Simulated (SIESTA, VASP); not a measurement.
Given: the input of a run of SIESTA 5.4.2 on GaP. 

GaP.fdf

```
SystemName                      GaP
SystemLabel                     GaP
NumberOfSpecies                 2
NumberOfAtoms                   2
%block ChemicalSpeciesLabel
  1  31 Ga
  2  15 P
%endblock ChemicalSpeciesLabel

LatticeConstant                 1.0 Ang
%block LatticeVectors
     0.0000000000     2.7252500000     2.7252500000
     2.7252500000     0.0000000000     2.7252500000
     2.7252500000     2.7252500000     0.0000000000
%endblock LatticeVectors
AtomicCoordinatesFormat         Fractional
%block AtomicCoordinatesAndAtomicSpecies
     0.0000000000     0.0000000000     0.0000000000  1  Ga
     0.7500000000     0.7500000000     0.7500000000  2  P
%endblock AtomicCoordinatesAndAtomicSpecies

%block kgrid.MonkhorstPack
    8   0   0  0.0
    0   8   0  0.0
    0   0   8  0.0
%endblock kgrid.MonkhorstPack
XC.Functional                   GGA
XC.Authors                      PBEsol
PAO.BasisSize                   DZP
PAO.EnergyShift                 0.003 Ry
Mesh.Cutoff                     800 Ry
OccupationFunction              FD
ElectronicTemperature           0.05 eV
MaxSCFIterations                120
SCF.MustConverge                false
SCF.Mixer.Method                Pulay
SCF.Mixer.Weight                0.25
SCF.Mixer.History               8
SCF.DM.Tolerance                5.0e-05
SCF.H.Tolerance                 1.0e-03 eV
WriteForces                     true
Charge.Mulliken                 end
Charge.Hirshfeld                end
Charge.Voronoi                  end
SaveRho                         true
SaveElectrostaticPotential      true
%block PAO.Basis
  Ga 4
  n=4 0 2
    6.562 0.000
  n=4 1 2
    9.354 0.000
  n=3 2 2
    3.582 0.000
  n=4 2 1
    9.354
%endblock PAO.Basis
```

Potentials or basis: PseudoDojo 0.4 standard (PBEsol files), converted to PSML, two zetas on semicore shells, DZP (energy shift 0.003 Ry; two zetas on semicore shells).

Run with:

```bash
$ siesta GaP.fdf > GaP.out 2>&1
```

Problem. Set up the same calculation for VASP 6.6.1. Potentials or basis there: PBE PAW files Ga_d, P, 520 eV.

Solution. As run (cutoffs and basis follow the program's own potentials, and thresholds, step limits or extra output files can differ):

The input INCAR:

```
SYSTEM = GaP
PREC     = Accurate       ! precision mode
ENCUT    = 520            ! plane-wave cutoff, eV
EDIFF    = 1E-7           ! SCF threshold, eV
ISMEAR   = -1             ! smearing method
SIGMA    = 0.05           ! smearing width, eV
LREAL    = .FALSE.        ! projectors in reciprocal space
LASPH    = .TRUE.         ! aspherical terms in the spheres
NELM     = 60             ! most SCF steps
ALGO     = Normal         ! electronic algorithm
ISIF     = 2              ! what is computed and relaxed
LWAVE    = .FALSE.        ! write WAVECAR
LCHARG   = .FALSE.        ! write CHGCAR
GGA      = PS             ! functional
NBANDS   = 16             ! bands
```

File KPOINTS:

```
regular mesh
0
G
  8 8 8
  0 0 0
```

POSCAR

```
GaP
1.0
    0.0000000000      2.7252500000      2.7252500000
    2.7252500000      0.0000000000      2.7252500000
    2.7252500000      2.7252500000      0.0000000000
Ga P
1 1
Direct
    0.0000000000      0.0000000000      0.0000000000
    0.7500000000      0.7500000000      0.7500000000
```

Potentials or basis: VASP PAW PBE potentials, release 64 (Ga_d, P).

Run with:

```sh
$ cat potpaw_PBE.64/Ga_d/POTCAR potpaw_PBE.64/P/POTCAR > POTCAR
$ mpirun -np 1 vasp_std > vasp.out
```

Both were run:

|  | SIESTA | VASP |
| --- | --- | --- |
| Pressure | 0.2 GPa | -0.6 GPa |

VASP's potentials were made for PBE.

Pressure is positive in compression.
